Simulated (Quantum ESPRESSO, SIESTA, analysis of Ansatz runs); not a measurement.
# V_F in LiF (Fm-3m): how far do the levels depend on the basis, the mesh and the program? (SIESTA and Quantum ESPRESSO), part 2 of 6

Question: at which Fermi levels does V_F in LiF (Fm-3m) change its charge, and how much of the answer depends on the basis, the mesh and the program? The model is a cell of 54 host atoms with 1 F taken out.

SIESTA and Quantum ESPRESSO ; SIESTA numerical-orbital DFT, PBEsol, DZP basis, PseudoDojo 0.4.1 potentials converted to PSML; charged supercells in a uniform background, point-charge correction with alignment at far sites.

So far. Step 2 (Band edges): The gap at this level is 9.10 eV.

## (3) Relaxing each charge state

Level of this step: SIESTA numerical-orbital DFT, PBEsol, DZP basis, PseudoDojo 0.4.1 potentials converted to PSML; relaxation of all atoms of a defect supercell (SIESTA).

Each state starts from the atoms near the defect displaced at random, so that no symmetry of the ideal site is imposed. An odd electron count needs spin polarisation, and the total moment is held fixed to keep the state apart from its neighbours in spin. Basis functions without a nucleus stand at the vacant site, for electrons that may collect there. Charge 0 is shown in full.

Input file defect.fdf:

```
SystemName                      Li27F26
SystemLabel                     defect
NumberOfSpecies                 3
NumberOfAtoms                   54
%block ChemicalSpeciesLabel
  1    3 Li
  2    9 F
  3   -9 F_ghost
%endblock ChemicalSpeciesLabel
LatticeConstant                 1.0 Ang
%block LatticeVectors
     0.005415000     5.990970000     5.990970000
     5.990970000     0.005415000     5.990970000
     5.990970000     5.990970000     0.005415000
%endblock LatticeVectors
AtomicCoordinatesFormat         Fractional
%block AtomicCoordinatesAndAtomicSpecies
     0.000000000     0.000000000     0.000000000  1
     0.166666542     0.166666542     0.166666542  2
     0.006253519     0.000690018     0.331592608  1
     0.166666542     0.166666542     0.499999875  2
    -0.004240104    -0.003457367     0.672775213  1
     0.171845056     0.169594126     0.830131844  2
     0.000321888     0.328919274     0.006617544  1
     0.166666542     0.499999875     0.166666542  2
     0.000264362     0.337807768     0.326579486  1
     0.173277605     0.496313418     0.500557884  2
     0.006894435     0.332237804     0.665210244  1
     0.172061590     0.497681535     0.827886825  2
     0.006380252     0.662646050    -0.003429148  1
     0.161234529     0.836771388     0.171299340  2
    -0.000565787     0.660757791     0.339176718  1
     0.167999305     0.839137362     0.498520897  2
    -0.004067677     0.663248042     0.673009812  1
     0.166456224     0.838654554     0.827012560  2
     0.332570028     0.003939947    -0.006517229  1
     0.499999875     0.166666542     0.166666542  2
     0.326780209     0.002351435     0.332943804  1
     0.495776804     0.164335901     0.499750356  2
     0.334304538    -0.007001034     0.668790610  1
     0.497266832     0.168841576     0.838966219  2
     0.326641358     0.334729129     0.000533573  1
     0.501999765     0.494685610     0.164328056  2
     0.331292368     0.336462442     0.338038528  1
     0.327012725     0.338654893     0.666456754  1
     0.499626067     0.493723087     0.838673550  2
     0.332970057     0.673543475    -0.002519623  1
     0.497169838     0.828693547     0.172885400  2
     0.339127519     0.665216214     0.327649834  1
     0.498278520     0.829175018     0.498935443  2
     0.333505043     0.671811958     0.660191334  1
     0.499999875     0.833333208     0.833333208  2
     0.666002624    -0.003784815     0.006972850  1
     0.827460236     0.172116399     0.168534933  2
     0.667603877    -0.003239639     0.339761582  1
     0.830755498     0.164881827     0.507201330  2
     0.662485062     0.003369664     0.662571373  1
     0.839927665     0.161691572     0.832183849  2
     0.672856140     0.334522940    -0.002518150  1
     0.840070648     0.495282579     0.165442857  2
     0.669423245     0.330486518     0.328183577  1
     0.839484597     0.494637916     0.500802879  2
     0.660120337     0.335042010     0.666613857  1
     0.833333208     0.499999875     0.833333208  2
     0.673470371     0.665772091    -0.004570730  1
     0.834144724     0.827845344     0.165267267  2
     0.670865499     0.667833281     0.326385298  1
     0.833333208     0.833333208     0.499999875  2
     0.669784635     0.661162366     0.671526680  1
     0.833333208     0.833333208     0.833333208  2
     0.499999875     0.499999875     0.499999875  3
%endblock AtomicCoordinatesAndAtomicSpecies
%block kgrid.MonkhorstPack
    1   0   0  0.25
    0   1   0  0.25
    0   0   1  0.25
%endblock kgrid.MonkhorstPack
XC.Functional                   GGA
XC.Authors                      PBEsol
PAO.BasisSize                   DZP
PAO.EnergyShift                 0.005 Ry
Mesh.Cutoff                     300 Ry
%block PAO.PolarizationScheme
  Li non-perturbative
%endblock PAO.PolarizationScheme
Spin                            polarized
%block DM.InitSpin
    28   0.200
    32   0.200
    34   0.200
    44   0.200
    46   0.200
%endblock DM.InitSpin
Spin.Fix                        true
Spin.Total                      1.0
OccupationFunction              FD
ElectronicTemperature           0.01 eV
MaxSCFIterations                150
SCF.MustConverge                true
SCF.Mixer.Method                Pulay
SCF.Mixer.Weight                0.1
SCF.Mixer.History               10
SCF.DM.Tolerance                3.0e-4
SCF.H.Tolerance                 3.0e-3 eV
WriteForces                     true
Charge.Mulliken                 end
SaveRho                         true
SaveElectrostaticPotential      true
Charge.Hirshfeld                end
Charge.Voronoi                  end
MD.TypeOfRun                    Broyden
MD.Steps                        90
MD.MaxForceTol                  0.04 eV/Ang
MD.MaxDispl                     0.15 Ang
WriteCoorStep                   true
AtomCoorFormatOut               Fractional
%block Geometry.Constraints
  atom [54]
%endblock Geometry.Constraints
```

Command:

```
> OMP_NUM_THREADS=1 siesta defect.fdf > defect.out
```

What it wrote:

```text
Version         : 5.4.2

                           ***********************
                           *  WELCOME TO SIESTA  *
                           ***********************

[...]
reinit: Reading from file defect.fdf

reinit: -----------------------------------------------------------------------
reinit: System Name: Li27F26
reinit: -----------------------------------------------------------------------
reinit: System Label: defect
reinit: -----------------------------------------------------------------------

[...]
initatom: Reading input for the pseudopotentials and atomic orbitals ----------
Species number:   1 Atomic number:    3 Label: Li
Species number:   2 Atomic number:    9 Label: F
Species number:   3 Atomic number:   -9 Label: F_ghost (floating PAOs)

[... pseudopotential checks and orbital generation ...]

prinput: Basis input

PAO.BasisType split

%block ChemicalSpeciesLabel
    1    3 Li                      # Species index, atomic number, species label
    2    9 F                       # Species index, atomic number, species label
    3   -9 F_ghost                 # Species index, atomic number, species label
%endblock ChemicalSpeciesLabel

%block PAO.Basis                 # Define Basis set
# WARNING: This information might be incomplete!
Li                    3                    # Species label, number of l-shells
 n=1   0   1                         # n, l, Nzeta
   2.646
   1.000
 n=2   0   2                         # n, l, Nzeta
   9.893      7.239
   1.000      1.000
 n=2   1   1                         # n, l, Nzeta
   9.893
   1.000
F                     2                    # Species label, number of l-shells
 n=2   0   2                         # n, l, Nzeta
   3.462      2.100
   1.000      1.000
 n=2   1   2 P   1                   # n, l, Nzeta, Polarization, NzetaPol
   4.300      2.583
   1.000      1.000
F_ghost               2                    # Species label, number of l-shells
 n=2   0   2                         # n, l, Nzeta
   3.462      2.100
   1.000      1.000
 n=2   1   2 P   1                   # n, l, Nzeta, Polarization, NzetaPol
   4.300      2.583
   1.000      1.000
%endblock PAO.Basis

prinput: ----------------------------------------------------------------------

coor:   Atomic-coordinates input format  =     Fractional

[...]
siesta: System type = bulk

initatomlists: Number of atoms, orbitals, and projectors:     54   513   554

[... echo of the settings ...]

siesta: k-grid: Number of k-points = 1
siesta: k-points from Monkhorst-Pack grid
siesta: k-cutoff (effective) =     4.232 Ang
siesta: k-point supercell and displacements
siesta: k-grid:     1     0     0      0.250
siesta: k-grid:     0     1     0      0.250
siesta: k-grid:     0     0     1      0.250

diag: Algorithm                                     = D&C
diag: Absolute tolerance                            =  0.100E-15
diag: Orthogonalization factor                      =  0.100E-05

superc: Internal auxiliary supercell:     5 x     5 x     5  =     125
superc: Number of atoms, orbitals, and projectors:   6750  64125  69250

siesta: Constraint (1): pos
  [ 54 ]

                     ====================================
                        Begin Broyden opt. move =      0
                     ====================================

[...]
superc: Internal auxiliary supercell:     5 x     5 x     5  =     125
superc: Number of atoms, orbitals, and projectors:   6750  64125  69250

outcell: Unit cell vectors (Ang):
        0.005415    5.990970    5.990970
        5.990970    0.005415    5.990970
        5.990970    5.990970    0.005415

outcell: Cell vector modules (Ang)   :    8.472513    8.472513    8.472513
outcell: Cell angles (23,13,12) (deg):     59.9402     59.9402     59.9402
outcell: Cell volume (Ang**3)        :    429.4694
[...]
Initializing Density Matrix...

[...]
DM filled with atomic data (user-defined):

InitMesh: MESH = 80 x 80 x 80 = 512000
InitMesh: Mesh cutoff (required, used) =   300.000   369.281 Ry

[...]
iscf     Eharris(eV)        E_KS(eV)     FreeEng(eV)     dDmax     Ef_up Ef_dn(eV) dHmax(eV)
   scf:    1   -22605.262666   -22712.106041   -22712.106041  1.794375 -6.876753-14.781556  3.687810
[...]
scf:    2   -22716.124352   -22714.199263   -22714.199263  0.096202 -7.362809-14.496835  2.837851
[...]
scf:    3   -22717.941431   -22717.049633   -22717.049633  0.342829 -7.595486-12.286829  2.262014
[...]
scf:    4   -22716.913682   -22717.024891   -22717.024891  0.029476 -7.741144-13.622465  0.417880
[...]
scf:    5   -22717.102508   -22717.083508   -22717.083508  0.049135 -7.907724-13.548557  0.148872
[...]
scf:    6   -22717.083795   -22717.083858   -22717.083858  0.001483 -7.809106-13.602223  0.076303
[...]
scf:    7   -22717.084801   -22717.084495   -22717.084495  0.004192 -7.800591-13.588316  0.034003
[...]
scf:    8   -22717.084547   -22717.084528   -22717.084528  0.002708 -7.786629-13.574314  0.018304
[...]
scf:    9   -22717.084539   -22717.084534   -22717.084534  0.000273 -7.783568-13.567256  0.008791
[...]
scf:   10   -22717.084536   -22717.084536   -22717.084536  0.000170 -7.783674-13.569997  0.004444
[...]
Number of DMs in history: 1
 DM extrapolation coefficients:
1   1.00000
New DM after history re-use:

[...]
iscf     Eharris(eV)        E_KS(eV)     FreeEng(eV)     dDmax     Ef_up Ef_dn(eV) dHmax(eV)
   scf:    1   -22717.383363   -22717.386474   -22717.386474  0.007149 -7.866656-13.682328  0.018433
[...]
scf:    2   -22717.386369   -22717.386476   -22717.386476  0.000939 -7.825023-13.725808  0.025870
[...]
scf:    3   -22717.386556   -22717.386531   -22717.386531  0.000477 -7.824909-13.725313  0.003388
[...]
scf:    4   -22717.386533   -22717.386532   -22717.386532  0.000075 -7.824945-13.725417  0.002020
     spin moment: {S} , |S| = {        0.0        0.0    1.00000 }     1.00000

SCF Convergence by DM+H criterion
[...]
SCF cycle converged after 4 iterations

[...]
siesta: E_KS(eV) =           -22717.3865

siesta: Atomic forces (eV/Ang):
     1   -0.013179   -0.010350    0.011037
     2   -0.012573   -0.006638   -0.005811
     3   -0.002772   -0.021798    0.001451
     4    0.005654    0.006901   -0.010341
     5   -0.020652    0.014335    0.024784
     6   -0.003777    0.002041   -0.003703
     7    0.007022   -0.005881    0.011215
     8   -0.001628   -0.004122   -0.009646
     9   -0.021726    0.004396   -0.004015
    10   -0.001696    0.000591   -0.021869
[...]
50    0.021763    0.002732   -0.008394
    51   -0.004797   -0.003078    0.011020
    52    0.012685   -0.017212    0.019183
    53   -0.007761   -0.000725    0.000188
    54   -0.000144   -0.000038   -0.000015
   Tot   -0.000792   -0.001069    0.000772
   Max    0.025317
   Res    0.011244    sqrt( Sum f_i^2 / 3N )
   Max    0.025317    constrained

Stress tensor Voigt[x,y,z,yz,xz,xy] (kbar):      -10.79      -10.85      -10.84        2.44        2.44        2.42
[...]
outcoor: Relaxed atomic coordinates (fractional):
    0.00003643   -0.00094997    0.00109145   1       1  Li
    0.16671181    0.16660286    0.16679330   2       2  F
    0.00033929   -0.00082642    0.33447004   1       3  Li
    0.16697255    0.16626448    0.49997716   2       4  F
   -0.00182418    0.00012137    0.66773488   1       5  Li
    0.16685082    0.16595530    0.83358966   2       6  F
    0.00078734    0.33209967    0.00028255   1       7  Li
    0.16751212    0.50018584    0.16638807   2       8  F
   -0.00044311    0.33347279    0.33386219   1       9  Li
    0.16669678    0.50010735    0.49930671   2      10  F
    0.00202187    0.33163225    0.66652966   1      11  Li
    0.16628918    0.50027553    0.83373810   2      12  F
    0.00217140    0.66583434   -0.00120405   1      13  Li
    0.16662527    0.83363261    0.16619825   2      14  F
    0.00038272    0.66573863    0.33441083   1      15  Li
    0.16504503    0.83510196    0.50011726   2      16  F
    0.00019902    0.66664772    0.66676611   1      17  Li
    0.16707769    0.83337658    0.83307887   2      18  F
    0.33399458    0.00010843   -0.00104878   1      19  Li
    0.50047787    0.16529863    0.16754511   2      20  F
[...]
0.66998227    0.32938782    0.32967018   1      44  Li
    0.83555188    0.49833580    0.50074441   2      45  F
    0.66884207    0.32981857    0.67043996   1      46  Li
    0.83475120    0.49832099    0.83348458   2      47  F
    0.66821652    0.66600188   -0.00058189   1      48  Li
    0.83447517    0.83233625    0.16665804   2      49  F
    0.67139822    0.66819136    0.32926293   1      50  Li
    0.83342140    0.83228246    0.50061727   2      51  F
    0.66758062    0.66396862    0.66730216   1      52  Li
    0.83342188    0.83307674    0.83386876   2      53  F
    0.49999987    0.49999987    0.49999987   3      54  F_ghost

[...]
siesta: Final energy (eV):
siesta:  Band Struct. =   -7052.303863
siesta:       Kinetic =   15376.891559
siesta:       Hartree =    6087.535774
[...]
siesta:         Exch. =   -4769.723743
siesta:         Corr. =    -324.600102
[...]
siesta:   Exch.-corr. =   -5094.323845
siesta:  Ion-electron =  -28624.516274
siesta:       Ion-ion =  -10462.973747
[...]
siesta:         Total =  -22717.386532
siesta:      Fermi_up =      -7.824945
siesta:      Fermi_dn =     -13.725417

siesta: Stress tensor (static) (eV/Ang**3):
siesta:    -0.006737    0.001513    0.001522
siesta:     0.001513   -0.006774    0.001521
siesta:     0.001522    0.001521   -0.006767

siesta: Cell volume =        429.469393 Ang**3

siesta: Pressure (static):
siesta:                Solid            Molecule  Units
siesta:           0.00007362          0.00007012  Ry/Bohr**3
siesta:           0.00675914          0.00643845  eV/Ang**3
siesta:          10.82933609         10.31552707  kBar

[...]
mulliken: Qtot =      132.000

[...]
mulliken: Qtot =      131.000

Mulliken Atomic Populations:
Atom #   charge [q] valence [e]      Sz [e]  Species
     1     0.460721    2.539279    0.049299  Li
     2    -0.501747    7.501747   -0.000154  F
     3     0.499978    2.500022    0.009416  Li
     4    -0.502275    7.502275    0.000031  F
     5     0.499694    2.500306    0.009955  Li
     6    -0.504119    7.504119   -0.000165  F
     7     0.499884    2.500116    0.009716  Li
     8    -0.502253    7.502253    0.000030  F
     9     0.487779    2.512221    0.010855  Li
    10    -0.495077    7.495077    0.002468  F
    11     0.506785    2.493215    0.003186  Li
    12    -0.493923    7.493923    0.000394  F
    13     0.499728    2.500272    0.009703  Li
    14    -0.504339    7.504339   -0.000164  F
    15     0.507173    2.492827    0.002524  Li
    16    -0.493919    7.493919    0.000321  F
    17     0.487786    2.512214    0.010895  Li
    18    -0.504165    7.504165   -0.000165  F
    19     0.499816    2.500184    0.009729  Li
    20    -0.502373    7.502373    0.000028  F
[...]
44     0.417768    2.582232    0.141346  Li
    45    -0.495268    7.495268    0.002371  F
    46     0.416864    2.583136    0.142689  Li
    47    -0.502243    7.502243    0.000028  F
    48     0.487877    2.512123    0.010718  Li
    49    -0.504321    7.504321   -0.000164  F
    50     0.417633    2.582367    0.141478  Li
    51    -0.502233    7.502233    0.000029  F
    52     0.546665    2.453335   -0.049050  Li
    53    -0.502041    7.502041   -0.000153  F
    54     6.956042    0.043958    0.035731  F_ghost
 Total     7.000000                1.000000

[...]
Job completed
```

Run time: 29 min. Hardware: 1 MPI rank of Arm Neoverse V2, shared host; peak memory 1.1 GiB.

The steps and moves of this run count from the displaced start.

The steps of the relaxation:

| step | energy less that of the first step (eV) | largest force (eV/Å) |
| --- | --- | --- |
| 0 | 0.0000 | 0.4384 |
| 1 | -0.0831 | 0.3464 |
| 2 | -0.2420 | 0.1861 |
| 3 | -0.2834 | 0.1088 |
| 4 | -0.2972 | 0.0548 |
| 5 | -0.3020 | 0.0360 |

The atoms that moved most (Å):

| atom | dx | dy | dz | length |
| --- | --- | --- | --- | --- |
| Li46 | -0.008 | 0.075 | 0.021 | 0.078 |
| F37 | -0.052 | 0.030 | -0.005 | 0.060 |
| F31 | -0.017 | -0.027 | 0.050 | 0.059 |
| F12 | 0.051 | 0.000 | -0.019 | 0.054 |
| Li32 | 0.031 | -0.039 | -0.019 | 0.053 |
| Li25 | -0.010 | 0.037 | 0.036 | 0.053 |
| Li9 | 0.018 | 0.039 | -0.030 | 0.053 |
| F6 | -0.001 | -0.009 | -0.052 | 0.053 |

The atoms nearest to the centre after the run:

| atom | distance (Å) |
| --- | --- |
| Li34 | 2.022 |
| Li28 | 2.028 |
| Li46 | 2.032 |
| Li50 | 2.034 |
| Li32 | 2.034 |
| Li44 | 2.042 |
| F33 | 2.821 |
| F12 | 2.825 |
| F10 | 2.826 |
| F39 | 2.829 |
| F31 | 2.830 |
| F29 | 2.833 |
| F16 | 2.836 |
| F24 | 2.836 |
| F26 | 2.838 |
| F45 | 2.839 |

Energies on the run's own zero. States near gap, by row:

| spin | k | band | energy (eV) | filled by count |
| --- | --- | --- | --- | --- |
| up | 0 | 128 | -14.16 | 1 |
| up | 0 | 129 | -14.16 | 1 |
| up | 0 | 130 | -14.07 | 1 |
| up | 0 | 131 | -14.07 | 1 |
| up | 0 | 132 | -8.096 | 1 |
| up | 0 | 133 | -4.494 | 0 |
| up | 0 | 134 | -3.753 | 0 |
| up | 0 | 135 | -3.49 | 0 |
| up | 0 | 136 | -3.487 | 0 |
| down | 0 | 127 | -14.19 | 1 |
| down | 0 | 128 | -14.16 | 1 |
| down | 0 | 129 | -14.16 | 1 |
| down | 0 | 130 | -14.06 | 1 |
| down | 0 | 131 | -14.06 | 1 |
| down | 0 | 132 | -6.357 | 0 |
| down | 0 | 133 | -4.388 | 0 |
| down | 0 | 134 | -3.585 | 0 |
| down | 0 | 135 | -3.189 | 0 |

Spin density in the ac plane at fractional y = 0.500, through the centre, with atoms of F within 0.45 Å of it.

Values in e/Å³, 13 rows by 16 columns, each cell a mean:
```
0.002 0.002 0.001 0.000 0.000 0.000 0.000 0.001 0.001 0.001 0.000 0.000 0.000 0.000 0.000 0.001
0.001 0.001 0.001 0.003 0.000 0.000 0.000 0.005 0.006 0.001 0.000 0.000 0.000 0.000 0.000 0.000
0.000 0.000 0.005 0.020 0.001 0.002 0.002 0.010 0.020 0.001 0.000 0.000 0.000 0.000 0.000 0.000
0.000 0.000 0.000 0.001 0.003 0.012 0.018 0.012 0.004 0.001 0.000 0.000 0.000 0.000 0.000 0.000
0.000 0.000 0.000 0.003 0.012 0.030 0.047 0.048 0.034 0.016 0.004 0.000 0.000 0.000 0.000 0.000
0.001 0.001 0.004 0.004 0.011 0.036 0.067 0.081 0.073 0.048 0.018 0.002 0.005 0.002 0.001 0.001
0.001 0.003 0.007 0.024 0.004 0.022 0.056 0.084 0.090 0.074 0.040 0.011 0.010 0.019 0.005 0.001
0.001 0.001 0.001 0.001 0.000 0.007 0.027 0.054 0.072 0.070 0.048 0.021 0.004 0.002 0.000 0.001
0.000 0.000 0.000 0.000 0.000 0.001 0.006 0.017 0.032 0.040 0.031 0.016 0.005 0.001 0.000 0.000
0.000 0.000 0.000 0.000 0.000 0.000 0.000 0.004 0.005 0.010 0.010 0.004 0.002 0.002 0.000 0.000
0.000 0.000 0.000 0.000 0.000 0.000 0.000 0.009 0.021 0.002 0.001 0.000 0.010 0.015 0.000 0.000
0.001 0.000 0.000 0.000 0.000 0.000 0.000 0.003 0.005 0.000 0.000 0.000 0.000 0.000 0.002 0.001
0.002 0.001 0.000 0.000 0.000 0.000 0.000 0.001 0.001 0.001 0.000 0.000 0.000 0.000 0.001 0.002
```
Columns run along a (8.5 Å), rows up along c (8.5 Å). Atoms in or near the plane, at fractional coordinates: F at (0.17, 0.17), F at (0.17, 0.50), F at (0.17, 0.83), F at (0.50, 0.16), F at (0.50, 0.83), F at (0.84, 0.16), F at (0.84, 0.50), F at (0.83, 0.83).

(Continued in part 3 of 6.)

[Logs are printed without paths, hosts, clocks, repeated set-up lines and the standing remarks that a program may print on its own settings, such as how far it seeks lower states.]

[Hosts, paths, dates, database ids (printed as entryN), source tags and the programs' standing remarks are cut or masked in the printed files.]

[For some hosts the program warned that the k-mesh of the response run may be too coarse for force constants and the static dielectric constant; such warnings are not shown here.]

[Charge tables in the logs are Mulliken or Hirshfeld populations, whose sizes and signs can differ; where basis functions stand at a vacancy, SIESTA counts their charge against the missing atom's valence.]

[In relaxation paths of CP2K, step 0 can be the structure after the first move, since the trajectory file begins there, and the last row can be the final structure solved once more.]
